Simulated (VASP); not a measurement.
A run of VASP 6.6.1 is set up as follows.

Contents of INCAR:

```
PREC = Accurate ; ENCUT = 520
EDIFF = 1E-7 ; ISMEAR = 0
SIGMA = 0.011 ; LREAL = F
LASPH = T ; NELM = 100
ALGO = Normal ; ISIF = 2
LWAVE = F ; LCHARG = F
GGA = PE ; NBANDS = 16
```

KPOINTS

```
regular mesh
0
Gamma
  8 8 8
```

POSCAR

```
GaP
1.0
    0.0000000000      2.7252500000      2.7252500000
    2.7252500000      0.0000000000      2.7252500000
    2.7252500000      2.7252500000      0.0000000000
Ga P
1 1
Direct
    0.0000000000      0.0000000000      0.0000000000
    0.7500000000      0.7500000000      0.7500000000
```

Potentials or basis: VASP PAW PBE potentials, release 64 (Ga_d, P).

Launch:

```console
$ cat potpaw_PBE.64/Ga_d/POTCAR potpaw_PBE.64/P/POTCAR > POTCAR
$ mpirun -np 1 vasp_std > vasp.out
```

Problem. Predict the band gap on the k mesh.

Solution. 1.64 eV, indirect (least direct gap 1.83 eV).

Problem. What does it give for the pressure?

Solution. 2.5 GPa.

**Experimental background.**

“Stacking defects in GaP nanowires: Electronic structure and optical properties”, 2018, arxiv:1810.01194 quotes, for a bulk crystal of GaP at 10 K: band gap 2.34 eV (indirect).

A measured gap of GaP is 2.34 eV (indirect; 10 K; quoted in “Stacking defects in GaP nanowires: Electronic structure and optical properties”, 2018, arxiv:1810.01194); the calculated 1.64 eV misses it by -0.70 eV. Spin-orbit coupling on Ga is left out. The value is that of PBE on a finite k mesh, which can miss the band edges, without temperature or zero-point motion. Semilocal functionals fall short of measured gaps as a rule.
